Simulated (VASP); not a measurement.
GaAs: band structure with LDA

Crystal: GaAs.

```
As Ga
1.0
     0.00000    2.82685    2.82685
     2.82685    0.00000    2.82685
     2.82685    2.82685    0.00000
As Ga
1 1
Direct
  0.75000 0.75000 0.75000
  0.00000 0.00000 0.00000
```

```json
{
 "Program": "VASP 6.6.1",
 "Task": "band structure",
 "Functional": "LDA",
 "Potentials or basis": "VASP PAW LDA potentials, release 64 (As, Ga_d)",
 "Cutoff": "520 eV",
 "k mesh": "6 × 6 × 6",
 "Occupations": "gaussian, width 0.02 eV",
 "Spin": "spin-orbit coupling, no magnetisation",
 "Ladder": "gaps",
 "Further INCAR settings": "ALGO = Fast; EDIFF = 1e-06; NBANDS = 30"
}
```

```json
{
 "Pressure": "-1.6 GPa",
 "Valence electrons inside the program's atomic spheres": "As 2.84; Ga 11.69"
}
```

Run time: 2.6 min on 2 MPI ranks on Intel(R) Xeon(R) 6975P-C (Granite Rapids) (shared host), peak memory 0.27 GiB a rank.
